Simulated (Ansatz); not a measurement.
# Gaps and decay in MgS/KF stacks

How do the layer thicknesses change the gap of MgS/KF? The crystals are MgS rock salt(001) and KF rock salt(001), on a common net of side 3.833 Å (+3.6 % and +0.0 % against typed lattice constants near PBE's). Layer spacings come from each crystal relaxed along the normal on that net, and the joins take the mean spacing. The stacks are then relaxed. The first steps treat the bulk crystals alone.

Method: PBE DFT, plane waves, PAW files, in the first sound run; inputs show where later runs differ, in Ansatz 0.2.0.

## Step 1: The starting structure

Symmetry: I4/mmm, No. 139, tetragonal system. Conventional cell: a = 3.833 Å, b = 3.833 Å, c = 5.097 Å, α = 90.00°, β = 90.00°, γ = 90.00°. S has 6 Mg at 2.55 to 2.71 Å nearest. Nearest to Mg lie 6 S at 2.55 to 2.71 Å. Farther neighbours and most contacts between anions are not listed.

## Step 2: Relaxing along the normal, strain 0.0365, crystal MgS rock salt(001)

The crystal is held to the common net and relaxed along the normal.

input.yaml reads:

```yaml
crystal:
  lattice:
    - [3.833, 0.0, 0.0]
    - [0.0, 3.833, 0.0]
    - [0.0, 0.0, 5.0965235908]
  atoms:
    - { symbol: S, position: [0.0, 0.0, 0.0] }
    - { symbol: Mg, position: [0.5, 0.5, 0.0] }
    - { symbol: S, position: [0.5, 0.5, 0.5] }
    - { symbol: Mg, position: [0.0, 0.0, 0.5] }
kpoints:
  mp_grid: { grid: [6, 6, 6] }
scf:
  occupations: { method: fixed }
  max_iter: 120
hamiltonian:
  xc: pbe
output: {}
relax:
  f_tol: 0.01
  max_steps: 40
  cell: { fix: [a, b, angles] }
```

Launch:

```
$ ansatz run input.yaml --threads 4 --pin off --max-ram 10240MiB --backend cpu --events-out ev --progress --plain --runs-dir out
```

Numbers of over 12 decimals in the logs are rounded to 6 here.

The log of the run:

```text
Engine: ansatz 0.2.0, aarch64-unknown-linux-gnu
Pseudopotentials: kind: paw
Pseudopotential: S, paw, valence charge 6, recommended cutoff 420 eV (normal), S.paw.azcp
Pseudopotential: Mg, paw, valence charge 10, recommended cutoff 420 eV (normal), Mg.paw.azcp
Functional definition: PBE
  parameter kappa = 0.804
  parameter beta = 0.066725
  exchange = pbe_x(kappa = kappa, mu = beta*pi^2/3)
  correlation = pbe_c(beta = beta)
Crystal: 4 atoms, lattice volume = 74.878 Å³
Basis set: ecut = 420 eV, 1481 PW (Γ), exchange–correlation on 54×54×72 points (8 copies of the dense FFT grid, shifted against one another)
Bands: 20, of which v1, the nominal top of the filled ones, is band 16 counted from 1 (15 counted from 0)
Symmetry: 32 space group operations
Space group: I4/mmm (ITA 139), of the structure as read, at distance tolerance 4.2e-5 Å
k-points: 40 of 216
Non-local potential: S, projectors of the file, l = 0: 2, l = 1: 2, l = 2: 2
Non-local potential: Mg, projectors of the file, l = 0: 3, l = 1: 2, l = 2: 1
PAW form: soft (Blöchl's): semilocal exchange-correlation on the pseudo side does not see the compensation charge
PAW one-centre angular grid: S, 110 points (default); XC on 64 Gauss nodes
PAW one-centre angular grid: Mg, 110 points (default); XC on 64 Gauss nodes
Initial density: superposition of atomic densities (neutral atoms: chi_scale 0, normalization atom), corrected by the library's trained network
Initial wavefunctions: pseudopotential atomic-orbital guess
Functional: x = pbe(κ = 0.804, μ = 0.219515), c = pbe(β = 0.066725)
SCF iter   1: F=—  HF=-5657.418145 eV  |F-HF|=—  |Δ(HF+E_count)|=         —  Δρ=5.28e-4  dr2=1.43e-4  ethr=1.77e-3  ⟨swp⟩=4.9  Hψ=3320  notcnv=0  defer=77
preconditioner: auto → Resta (q_TF=auto, 2.368 Å⁻¹)  ε∞=4.0  [insulator: Δε(μ)=2.419 eV  Ē_g=9.922 eV  n_scr=18 (ndim 8)  ℏωp=17.2 eV  f_vac=0.000  ε∞_Penn≈4.0]
SCF iter   2: F=—  HF=-5657.415947 eV  |F-HF|=—  |Δ(HF+E_count)|=   2.20e-3  Δρ=4.20e-4  dr2=1.95e-4  ethr=4.47e-7  ⟨swp⟩=3.0  Hψ=1974  notcnv=0  defer=80
SCF iter   3: F=—  HF=-5657.415929 eV  |F-HF|=—  |Δ(HF+E_count)|=   1.74e-5  Δρ=2.19e-4  dr2=4.97e-5  ethr=4.47e-7  ⟨swp⟩=2.0  Hψ=1025  notcnv=0  defer=77
SCF iter   4: F=—  HF=-5657.416201 eV  |F-HF|=—  |Δ(HF+E_count)|=   2.72e-4  Δρ=6.03e-5  dr2=2.16e-6  ethr=1.55e-7  ⟨swp⟩=2.0  Hψ=1111  notcnv=0  defer=14
SCF iter   5: F=—  HF=-5657.416201 eV  |F-HF|=—  |Δ(HF+E_count)|=   5.47e-8  Δρ=2.34e-5  dr2=4.21e-7  ethr=6.75e-9  ⟨swp⟩=2.5  Hψ=1084  notcnv=0  defer=16
SCF iter   6: F=-5657.416201 eV  HF=-5657.416201 eV  |F-HF|=2.29e-8  |Δ(HF+E_count)|=   1.21e-7  Δρ=5.97e-6  dr2=2.98e-8  ethr=3.13e-10  ⟨swp⟩=4.0  Hψ=2562  notcnv=0
SCF 1 converged in 6 iterations: F = -5657.416201 eV  dr2 = 2.98e-8
  greatest PAW one-centre occupation: 1.000 electrons in one spin orbital (limit 2), on the Mg atom at site 3 (counted from 0), in its partial waves of l = 0
relax step   1: F+E_penalty+E_count = -5657.41620087 eV  Δ(F+E_penalty+E_count) = +0.000e0 eV  max|allowed force component| = 1.918e-29 eV/Å  Δτ_max = 0.0000 Å  P = -2.555 GPa  Ω = 74.878 Å³  fix = [a, b, alpha, beta, gamma]  reactions: a -4.245, b -4.245 GPa  (6 SCF iters, dr2 threshold 1.00e-7 eV, accepted)
Crystal: 4 atoms, lattice volume = 75.084 Å³
Basis set: ecut = 420 eV, 1505 PW (Γ), exchange–correlation on 54×54×72 points (8 copies of the dense FFT grid, shifted against one another)
Initial density: handed on by an earlier stage of this run
Initial wavefunctions: those handed on with the density
iter 1 solved again at ethr=5.00e-8 eV; its pass at ethr=3.10e-3 eV (dr2=1.60e-5 eV) is discarded
SCF iter   1: F=—  HF=-5657.416727 eV  |F-HF|=—  |Δ(HF+E_count)|=         —  Δρ=1.91e-4  dr2=3.47e-5  ethr=5.00e-8  ⟨swp⟩=3.0  Hψ=4000  notcnv=0  defer=29
automatic band count: iteration 1 solves 19 bands in place of 20: the levels show a gap, and the empty bands left out lie too high to hold charge; the band table lists the bands solved (type scf.n_extra_bands for more)
eigensolver tolerance schedule calibrated: the retry pair's looser diagonalisation under-reported the residual by θ = 0.54 (0.11/decade); ethr = c·dr2/N_el runs at the constant in force after the calibration composes with the one it found (an armed cap, an earlier calibration), c = 7.9e-2
preconditioner: auto → Resta (q_TF=auto, 2.367 Å⁻¹)  ε∞=4.2  [insulator: Δε(μ)=2.432 eV  Ē_g=9.557 eV  n_scr=18 (ndim 8)  ℏωp=17.1 eV  f_vac=0.000  ε∞_Penn≈4.2]
SCF iter   2: F=—  HF=-5657.416978 eV  |F-HF|=—  |Δ(HF+E_count)|=   2.52e-4  Δρ=1.11e-4  dr2=1.24e-5  ethr=5.00e-8  ⟨swp⟩=2.2  Hψ=1125  notcnv=0  defer=27
SCF iter   3: F=-5657.416974 eV  HF=-5657.416974 eV  |F-HF|=4.03e-8  |Δ(HF+E_count)|=   4.14e-6  Δρ=1.69e-5  dr2=2.10e-7  ethr=9.86e-10  ⟨swp⟩=3.3  Hψ=3280  notcnv=0
SCF 2 converged in 3 iterations: F = -5657.416974 eV  dr2 = 2.10e-7
relax step   2: F+E_penalty+E_count = -5657.41697437 eV  Δ(F+E_penalty+E_count) = -7.735e-4 eV  max|allowed force component| = 5.621e-30 eV/Å  Δτ_max = 0.0000 Å  P = -2.773 GPa  Ω = 75.084 Å³  energy of the carried Pulay correction = -4.705e-6 eV  fix = [a, b, alpha, beta, gamma]  reactions: a -4.351, b -4.351 GPa  (3 SCF iters, dr2 threshold 4.00e-7 eV, accepted)
Crystal: 4 atoms, lattice volume = 75.262 Å³
iter 1 solved again at ethr=4.44e-8 eV; its pass at ethr=3.10e-3 eV (dr2=1.42e-5 eV) is discarded
SCF iter   1: F=—  HF=-5657.416932 eV  |F-HF|=—  |Δ(HF+E_count)|=         —  Δρ=1.67e-4  dr2=2.82e-5  ethr=4.44e-8  ⟨swp⟩=3.0  Hψ=3972  notcnv=0  defer=32
automatic band count: iteration 1 solves 19 bands in place of 20: the levels show a gap, and the empty bands left out lie too high to hold charge; the band table lists the bands solved (type scf.n_extra_bands for more)
eigensolver tolerance schedule calibrated: the retry pair's looser diagonalisation under-reported the residual by θ = 0.50 (0.10/decade); ethr = c·dr2/N_el runs at the constant in force after the calibration composes with the one it found (an armed cap, an earlier calibration), c = 9.6e-2
preconditioner: auto → Resta (q_TF=auto, 2.366 Å⁻¹)  ε∞=4.2  [insulator: Δε(μ)=2.434 eV  Ē_g=9.545 eV  n_scr=18 (ndim 8)  ℏωp=17.1 eV  f_vac=0.000  ε∞_Penn≈4.2]
SCF iter   2: F=—  HF=-5657.417190 eV  |F-HF|=—  |Δ(HF+E_count)|=   2.59e-4  Δρ=9.93e-5  dr2=1.03e-5  ethr=4.44e-8  ⟨swp⟩=2.5  Hψ=1230  notcnv=0  defer=28
SCF iter   3: F=-5657.417188 eV  HF=-5657.417188 eV  |F-HF|=4.45e-8  |Δ(HF+E_count)|=   2.81e-6  Δρ=1.57e-5  dr2=1.85e-7  ethr=1.09e-9  ⟨swp⟩=3.5  Hψ=3278  notcnv=0
SCF 3 converged in 3 iterations: F = -5657.417188 eV  dr2 = 1.85e-7
relax step   3: F+E_penalty+E_count = -5657.41718757 eV  Δ(F+E_penalty+E_count) = -2.132e-4 eV  max|allowed force component| = 5.004e-30 eV/Å  Δτ_max = 0.0000 Å  P = -2.956 GPa  Ω = 75.262 Å³  energy of the carried Pulay correction = -8.734e-6 eV  fix = [a, b, alpha, beta, gamma]  reactions: a -4.440, b -4.440 GPa  (3 SCF iters, dr2 threshold 3.65e-7 eV, accepted)
Initial wavefunctions: pseudopotential atomic-orbital guess (no wavefunctions were taken with the density)
iter 1 solved again at ethr=4.95e-7 eV; its pass at ethr=3.10e-3 eV (dr2=1.59e-4 eV) is discarded
SCF iter   1: F=—  HF=-5657.416923 eV  |F-HF|=—  |Δ(HF+E_count)|=         —  Δρ=2.91e-5  dr2=1.80e-7  ethr=4.95e-7  ⟨swp⟩=3.0  Hψ=5231  notcnv=0  defer=80
eigensolver tolerance schedule: the retry pair's looser diagonalisation over-reported the residual by 877.62 of it (diagonalisation noise at 0.16 of the residual, at the tolerance the schedule requests for it); recorded, not acted on — ethr = c·dr2/N_el stays at c = 1.0e-1
preconditioner: auto → Resta (q_TF=auto, 2.366 Å⁻¹)  ε∞=4.0  [insulator: Δε(μ)=2.433 eV  Ē_g=9.900 eV  n_scr=18 (ndim 8)  ℏωp=17.1 eV  f_vac=0.000  ε∞_Penn≈4.0]
SCF iter   2: F=—  HF=-5657.417195 eV  |F-HF|=—  |Δ(HF+E_count)|=   2.72e-4  Δρ=1.60e-5  dr2=8.64e-8  ethr=5.64e-10  ⟨swp⟩=2.3  Hψ=1454  notcnv=0  defer=77
SCF iter   3: F=—  HF=-5657.417196 eV  |F-HF|=—  |Δ(HF+E_count)|=   1.31e-6  Δρ=3.04e-6  dr2=2.18e-9  ethr=2.70e-10  ⟨swp⟩=2.1  Hψ=1060  notcnv=0  defer=77
SCF iter   4: F=—  HF=-5657.417196 eV  |F-HF|=—  |Δ(HF+E_count)|=   1.47e-8  Δρ=1.62e-6  dr2=2.98e-10  ethr=6.82e-12  ⟨swp⟩=2.5  Hψ=1341  notcnv=0  defer=77
SCF iter   5: F=-5657.417196 eV  HF=-5657.417196 eV  |F-HF|=2.36e-11  |Δ(HF+E_count)|=   1.17e-8  Δρ=1.91e-7  dr2=1.24e-11  ethr=1.00e-12  ⟨swp⟩=3.0  Hψ=3390  notcnv=0
SCF 4 converged in 5 iterations: F = -5657.417196 eV  dr2 = 1.24e-11
relax step   4: F+E_penalty+E_count = -5657.41719649 eV  Δ(F+E_penalty+E_count) = -8.917e-6 eV  max|allowed force component| = 2.118e-29 eV/Å  Δτ_max = 0.0000 Å  P = -2.956 GPa  Ω = 75.262 Å³  fix = [a, b, alpha, beta, gamma]  reactions: a -4.440, b -4.440 GPa  stress off target by 1.16e-2 GPa on what of the cell is left free  SCF on the basis re-selected at this cell (its energy is not comparable with the rows above)  (5 SCF iters)
basis re-selected at this cell: Δ(F+E_penalty+E_count) = -8.917e-6 eV, ΔP = +0.000 GPa vs the last step (what re-selecting the basis moved, of the pressure what is left beyond the Pulay correction that the steps carried, after the strain that the cell walked since its last selection, with what the two solves' SCF thresholds leave and, on support functions, any second-order correction that the steps lacked; it is no m [...]
SCF converged after 5 iterations
Free energy (F): -5657.417196 eV
Harris-Foulkes:  -5657.417196 eV  (|F-HF|=2.36e-11)
Internal energy: -5657.417196 eV  (E = F + TS)
E sigma→0 (E₀):  -5657.417196 eV
Fermi energy:    5.730885 eV
--- Per-component energies (eV) ---
  E_band       = -686.861314
  E_kinetic    = 367.540378
  E_local      = -3401.567479  (includes V_loc(G=0)·N_el)
  E_nonlocal   = 246.687395
  E_hartree    = 1210.402655
  E_xc         = -254.101832
  E_vxc        = -252.211114  (∫ρ·V_xc dr)
  E_paw        = -1786.479757  (= ΣΔE_a)
  E_vpaw       = -68.115861  (= ΣTr[D̂ρ^β])
  E_aug_tail   = -0.000002  (compensation charges beyond the density's cutoff)
  E_ewald      = -2039.898555
  E_smearing   = -0.000000  (= −TS)
  E_closure    = -0.000000  (closes the sum)
  Σ components = -5657.417196   (vs F -5657.417196, Δ=0.00e0)
--- Forces (eV/Å), atoms counted from 1 ---
  atom   1  S     -0.00000000    -0.00000000     0.00000000
  atom   2  Mg    -0.00000000    -0.00000000     0.00000000
  atom   3  S      0.00000000     0.00000000     0.00000000
  atom   4  Mg     0.00000000     0.00000000     0.00000000
  max |Σ_I F_I| component: 3.62e-30 eV/Å
--- Stress (GPa, compression-positive) ---
       -4.439727       0.000000       0.000000
        0.000000      -4.439727       0.000000
        0.000000       0.000000       0.011553
  P = ⅓ Tr σ = -2.9560 GPa (-29.560 kbar)
--- Relaxed structure (3 steps of the walk, 3 accepted, 1 SCFs on fresh bases) ---
  F+E_penalty+E_count = -5657.41719649 eV   max|allowed force component| = 2.118e-29 eV/Å   (the final SCF, on the basis selected at the relaxed cell)
  cell:  # Å, volume = 75.2616 Å³
    - [3.833, 0, 0.0]
    - [0, 3.833, 0.0]
    - [0.0, 0.0, 5.122665]
  atoms:
    - { symbol: S, position: [0.0, 0, 0.0] }
    - { symbol: Mg, position: [0.5, 0.5, 0.0] }
    - { symbol: S, position: [0.5, 0.5, 0.5] }
    - { symbol: Mg, position: [0.0, 0, 0.5] }
```

Wall time 2.2 s (4 threads of Arm Neoverse V2, shared host); peak memory 0.36 GiB; 7.6 s of CPU time.

Relaxation path:

| step | energy less that of the first step (eV) | largest force component (eV/Å) | pressure (GPa) | volume (Å³) |
| --- | --- | --- | --- | --- |
| 1 | 0.0000 | 0.0000 | -2.55 | 74.88 |
| 2 | -0.0008 | 0.0000 | -2.77 | 75.08 |
| 3 | -0.0010 | 0.0000 | -2.96 | 75.26 |
| 4* | -0.0010 | 0.0000 | -2.96 | 75.26 |

Relaxation steps marked * repeat the geometry before them on a plane-wave basis chosen anew for their cell, so energy and pressure can jump there.

Forces are held to the 32 operations that the run works with; a distortion that breaks them can't arise in this run.

| conventional cell, symmetrised | before | after | change |
| --- | --- | --- | --- |
| a (Å) | 3.833 | 3.833 | +0.0 % |
| b (Å) | 3.833 | 3.833 | +0.0 % |
| c (Å) | 5.097 | 5.123 | +0.5 % |
| volume (Å³/atom) | 18.72 | 18.82 | +0.5 % |

The relaxed structure:

```xyz
4
Lattice="3.8330 0.0000 0.0000 0.0000 3.8330 0.0000 0.0000 0.0000 5.1227" Properties=species:S:1:pos:R:3 pbc="T T T"
S     0.0000    0.0000    0.0000
Mg    1.9165    1.9165    0.0000
S     1.9165    1.9165    2.5613
Mg    0.0000    0.0000    2.5613
```

This step gave:

| Item | Value |
| --- | --- |
| free energy | -5657.4172 eV |
| Fermi energy | 5.731 eV |
| pressure | -2.956 GPa |

## Step 3: Band edges, strain 0.0365, crystal MgS rock salt(001)

The band edges of this cell are searched, off the mesh as well.

Changes to input.yaml since step 2:

```diff
@@ -4,3 +4,3 @@
     - [0.0, 3.833, 0.0]
-    - [0.0, 0.0, 5.0965235908]
+    - [0.0, 0.0, 5.1226653245]
   atoms:
@@ -12,2 +12,3 @@
   mp_grid: { grid: [6, 6, 6] }
+  band_path: { path: [VBM, CBM], npoints: 24 }
 scf:
@@ -17,6 +18,7 @@
   xc: pbe
-output: {}
-relax:
-  f_tol: 0.01
-  max_steps: 40
-  cell: { fix: [a, b, angles] }
+output:
+  eigenvalues: true
+checkpoint:
+  write: MgS.run
+  compress: false
+  write_wavefunctions: false
```

The log of the run:

```text
[...]
Crystal: 4 atoms, lattice volume = 75.262 Å³
Basis set: ecut = 420 eV, 1505 PW (Γ)
Bands: 20, of which v1, the nominal top of the filled ones, is band 16 counted from 1 (15 counted from 0)
Symmetry: 32 space group operations
[...]
k-points: 40 of 216
[...]
SCF iter   1: F=—  HF=-5657.419071 eV  |F-HF|=—  |Δ(HF+E_count)|=         —  Δρ=5.12e-4  dr2=1.37e-4  ethr=1.77e-3  ⟨swp⟩=5.0  Hψ=3331  notcnv=0  defer=77
[...]
SCF iter   6: F=-5657.417066 eV  HF=-5657.417066 eV  |F-HF|=1.69e-8  |Δ(HF+E_count)|=   1.15e-7  Δρ=5.24e-6  dr2=2.20e-8  ethr=3.13e-10  ⟨swp⟩=5.3  Hψ=2755  notcnv=0
SCF 1 converged in 6 iterations: F = -5657.417066 eV  dr2 = 2.20e-8
[...]
NSCF: frozen V_eff on 40 k-points
[...]
SCF converged after 6 iterations
Free energy (F): -5657.417066 eV
[...]
Internal energy: -5657.417066 eV  (E = F + TS)
E sigma→0 (E₀):  -5657.417066 eV
Fermi energy:    5.730754 eV
[...]
--- Band table (eV; the first three rows and the last of 40) ---
  k-point 0: bands = [... 12 lower, 3.9621, 5.4610, 5.7308, 5.7308, 8.1636, 8.8736, 10.0930, 13.4310]
  k-point 1: bands = [... 12 lower, 4.0524, 4.9533, 5.5684, 5.5684, 8.5015, 9.4791, 10.2406, 13.3996]
  k-point 2: bands = [... 12 lower, 4.3131, 4.3131, 5.1717, 5.1717, 9.4204, 10.5526, 10.6798, 12.3507]
  k-point 39: bands = [... 12 lower, 2.7881, 2.7881, 3.2118, 3.2118, 10.9743, 10.9743, 13.6788, 13.6788]
```

Run time: 2.1 s. Hardware: 4 threads; peak memory 0.34 GiB.

This step gave:

```yaml
free_energy: -5657.4171 eV
gap_on_the_k_mesh: 2.433 eV
gap_on_path: 2.433 eV, by band count; negative where bands overlap
edge_places_on_path: 0, 0 1/A along the path
```

Levels at VBM (eV): -3.90, -1.77, -1.77, -0.27, 0.00, 0.00, 2.43, 3.14, 4.36, 7.70.

The searched edges give 2.43 eV, as on the mesh.

## Step 4: Relaxing along the normal, strain 0.0001, crystal KF rock salt(001)

System of this step: KF. The structure is cubic, space group Fm-3m (No. 225). The conventional cell has a = 5.420 Å, b = 5.420 Å, c = 5.420 Å, α = 90.00°, β = 90.00°, γ = 90.00°. F has 6 K at 2.71 Å nearest. K has 6 F at 2.71 Å nearest. Farther neighbours and most contacts between anions are not listed.

The crystal is held to the common net and relaxed along the normal.

input.yaml reads:

```yaml
crystal:
  lattice:
    - [3.833, 0.0, 0.0]
    - [0.0, 3.833, 0.0]
    - [0.0, 0.0, 5.4195235908]
  atoms:
    - { symbol: F, position: [0.0, 0.0, 0.0] }
    - { symbol: K, position: [0.5, 0.5, 0.0] }
    - { symbol: F, position: [0.5, 0.5, 0.5] }
    - { symbol: K, position: [0.0, 0.0, 0.5] }
kpoints:
  mp_grid: { grid: [6, 6, 4] }
scf:
  occupations: { method: fixed }
  max_iter: 120
hamiltonian:
  xc: pbe
output: {}
relax:
  f_tol: 0.01
  max_steps: 40
  cell: { fix: [a, b, angles] }
```

The log of the run:

```text
[...]
Crystal: 4 atoms, lattice volume = 79.623 Å³
Basis set: ecut = 420 eV, 1539 PW (Γ), exchange–correlation on 54×54×80 points (8 copies of the dense FFT grid, shifted against one another)
Bands: 20, of which v1, the nominal top of the filled ones, is band 16 counted from 1 (15 counted from 0)
Symmetry: 32 space group operations
[...]
k-points: 30 of 144
[...]
SCF iter   1: F=—  HF=-4697.607107 eV  |F-HF|=—  |Δ(HF+E_count)|=         —  Δρ=3.65e-4  dr2=4.16e-5  ethr=1.77e-3  ⟨swp⟩=4.6  Hψ=2528  notcnv=0  defer=47
[...]
SCF iter   6: F=-4697.605907 eV  HF=-4697.605907 eV  |F-HF|=2.76e-9  |Δ(HF+E_count)|=   2.07e-7  Δρ=1.61e-6  dr2=1.21e-9  ethr=3.13e-10  ⟨swp⟩=4.0  Hψ=1827  notcnv=0
SCF 1 converged in 6 iterations: F = -4697.605907 eV  dr2 = 1.21e-9
[...]
relax step   1: F+E_penalty+E_count = -4697.60590690 eV  Δ(F+E_penalty+E_count) = +0.000e0 eV  max|allowed force component| = 4.918e-30 eV/Å  Δτ_max = 0.0000 Å  P = +0.008 GPa  Ω = 79.623 Å³  fix = [a, b, alpha, beta, gamma]  reactions: a +0.005, b +0.005 GPa  (6 SCF iters, dr2 threshold 1.00e-7 eV, accepted)
[...]
SCF iter   7: F=-4697.605907 eV  HF=-4697.605907 eV  |F-HF|=1.09e-11  |Δ(HF+E_count)|=  6.28e-11  Δρ=1.59e-7  dr2=8.07e-12  ethr=1.00e-12  ⟨swp⟩=3.6  Hψ=1726  notcnv=0
SCF 2 converged in 7 iterations: F = -4697.605907 eV  dr2 = 8.07e-12
relax step   2: F+E_penalty+E_count = -4697.60590690 eV  Δ(F+E_penalty+E_count) = -7.503e-10 eV  max|allowed force component| = 2.428e-30 eV/Å  Δτ_max = 0.0000 Å  P = +0.008 GPa  Ω = 79.623 Å³  fix = [a, b, alpha, beta, gamma]  reactions: a +0.005, b +0.005 GPa  stress off target by 1.42e-2 GPa on what of the cell is left free  SCF on the basis re-selected at this cell (its energy is not comparable with the rows above)  (7 SCF iters)
[...]
SCF converged after 7 iterations
Free energy (F): -4697.605907 eV
[...]
Internal energy: -4697.605907 eV  (E = F + TS)
E sigma→0 (E₀):  -4697.605907 eV
Fermi energy:    1.174327 eV
[...]
--- Stress (GPa, compression-positive) ---
        0.005430       0.000000       0.000000
        0.000000       0.005430       0.000000
        0.000000       0.000000       0.014205
  P = ⅓ Tr σ = 0.0084 GPa (0.084 kbar)
--- Relaxed structure (1 steps of the walk, 1 accepted, 1 SCFs on fresh bases) ---
[...]
cell:  # Å, volume = 79.6230 Å³
    - [3.833, 0.0, 0.0]
    - [0.0, 3.833, 0.0]
    - [0.0, 0.0, 5.4195235908]
  atoms:
    - { symbol: F, position: [0.0, 0.0, 0.0] }
    - { symbol: K, position: [0.5, 0.5, 0.0] }
    - { symbol: F, position: [0.5, 0.5, 0.5] }
    - { symbol: K, position: [0.0, 0.0, 0.5] }
```

It took 1.1 s on 4 threads; peak memory 0.36 GiB.

Little changed from the start: no atom moved by 0.005 Å and no cell edge by 0.1 %.

Numbers from this step:

```
free energy  : -4697.6059 eV
Fermi energy : 1.174 eV
pressure     : 0.008355 GPa
```

(Continued in part 2 of 4.)

[Logs are printed without paths, hosts, clocks, repeated set-up lines and the standing remarks that a program may print on its own settings, such as how far it seeks lower states.]

[Hosts, paths, dates, database ids (printed as entryN), source tags and the programs' standing remarks are cut or masked in the printed files.]
